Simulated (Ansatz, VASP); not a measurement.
**GaAs in VASP and in Ansatz**

File INCAR:

```
PREC = Accurate
ENCUT = 900
EDIFF = 1E-6
ISMEAR = -1
SIGMA = 0.05
LREAL = False
LASPH = True
NELM = 60
ALGO = Fast
ISIF = 3
LWAVE = False
LCHARG = False
GGA = PE
IBRION = 2
NSW = 60
EDIFFG = -0.01
```

File KPOINTS:

```
Automatic mesh
0
Gamma
  8 8 8
```

POSCAR

```
GaAs
1.0
    0.0000000000      2.8268500000      2.8268500000
    2.8268500000      0.0000000000      2.8268500000
    2.8268500000      2.8268500000      0.0000000000
As Ga
1 1
Direct
    0.7500000000      0.7500000000      0.7500000000
    0.0000000000      0.0000000000      0.0000000000
```

File input.yaml:

```yaml
crystal:
  lattice:
    - [0.0, 2.82685, 2.82685]
    - [2.82685, 0.0, 2.82685]
    - [2.82685, 2.82685, 0.0]
  atoms:
    - { symbol: As, position: [0.75, 0.75, 0.75] }
    - { symbol: Ga, position: [0.0, 0.0, 0.0] }
hamiltonian:
  xc: pbe
  pseudopotentials: { kind: paw }
kpoints:
  mp_grid: { grid: [8, 8, 8] }
scf:
  occupations: { method: fermi_dirac, width: 0.05 }
output:
  forces: true
  stress: true
  write_density: true
  write_potential: true
  elf: true
  volumetric_format: npy
relax:
  f_tol: 0.01
  max_steps: 40
  cell: { stress_tol: 0.05 }
```

Alike in both runs: task relaxation of cell and atoms; functional PBE; k mesh 8 × 8 × 8; occupations fermi-dirac, width 0.05 eV; no spin polarisation.

|  | VASP | Ansatz |
| --- | --- | --- |
| version | VASP 6.6.1 | Ansatz 0.2.0 |
| potentials or method | VASP PAW PBE potentials, release 64 (As, Ga_h) | Ansatz PAW |
| plane-wave cutoff (eV) | 900 | 420 |
| valence electrons in the cell | 18 | 28 |

|  | VASP | Ansatz | Ansatz less VASP |
| --- | --- | --- | --- |
| gap on the k mesh at the Fermi level, each at its own relaxed structure (eV) | 0.15 | 0.16 | +0.009 |
| relaxed volume (Å³/atom) | 23.75 | 23.71 | -0.045 |
| relaxed cell length with the largest relative difference (Å) | 4.065 | 4.063 | -0.0026 |
| energy change over the relaxation (meV/atom) | -12 | -11 | +1.0 |

The two sets of potentials don't hold the same shells in valence.

Caveats: the plane-wave basis is chosen anew once the cell has moved, so the energies of steps on either side of that aren't comparable (Ansatz). A hybrid or GW would open this gap; PBE tends to underestimate it. Zero-point motion and thermal expansion aren't in these numbers. PBE usually gives volumes a little too large and moduli too small.
